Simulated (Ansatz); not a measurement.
Guessed and relaxed cells of Li

The cell of Li is invented: random cell by space group and Wyckoff sites (P6/mmm, No. 191). Lengths were set from tabulated atomic sizes, so they are only a guess.

start.cif

```cif
data_structure
_symmetry_space_group_name_H-M 'P 1'
_symmetry_Int_Tables_number 1
_cell_length_a 3.9046
_cell_length_b 3.9046
_cell_length_c 6.5565
_cell_angle_alpha 90.000
_cell_angle_beta 90.000
_cell_angle_gamma 120.000
_cell_volume 86.57
loop_
_atom_site_label
_atom_site_type_symbol
_atom_site_fract_x
_atom_site_fract_y
_atom_site_fract_z
_atom_site_occupancy
Li1 Li 0.33333 0.66667 0.00000 1
Li2 Li 0.66667 0.33333 0.00000 1
```

All numbers below come from DFT PBE, scalar-relativistic, plane waves, PAW (Ansatz 0.2.0). Cutoff 420 eV, Gaussian smearing, Γ-centred meshes. Cell and atoms relax first on a coarse mesh and then on a finer one. In between, the cell is made exact in the group found at 0.06 Å. In metals the finer mesh still leaves noise of several meV/atom or more. The steps can't lower the symmetry of their start. No spin polarisation.

end.cif

```cif
data_structure
_symmetry_space_group_name_H-M 'P 1'
_symmetry_Int_Tables_number 1
_cell_length_a 4.7343
_cell_length_b 4.7343
_cell_length_c 2.8597
_cell_angle_alpha 90.000
_cell_angle_beta 90.000
_cell_angle_gamma 120.000
_cell_volume 55.51
loop_
_atom_site_label
_atom_site_type_symbol
_atom_site_fract_x
_atom_site_fract_y
_atom_site_fract_z
_atom_site_occupancy
Li1 Li 0.33333 0.66667 0.00000 1
Li2 Li 0.66667 0.33333 0.00000 1
```

The symmetry stays P6/mmm (No. 191). The volume per atom shrinks by 35.9 %, from 43.3 to 27.8 Å³. The shortest distance goes from 2.25 Å (Li–Li) to 2.73 Å (Li–Li). The ratio c/a of the conventional cell changes by a factor of 0.36. The energy falls by about 0.58 eV/atom (the start's value is from the coarse mesh).

```
Volume per atom                             : 27.75 Å³
Density                                     : 0.42 g/cm³
Energy over the standard state              : +0.39 eV/atom
Gap on the 12×12×20 mesh of the 2-atom cell : 0 eV (a metal)
```

Energies count from the standard state of Li at the same level. It lies above the standard state, so it could only be metastable.

The last run used Gaussian smearing of 0.10 eV. A structure relaxed within its symmetry needn't be a true minimum. In all, the 4 runs took 99 s on 1 thread of Arm Neoverse V2, on a shared host.
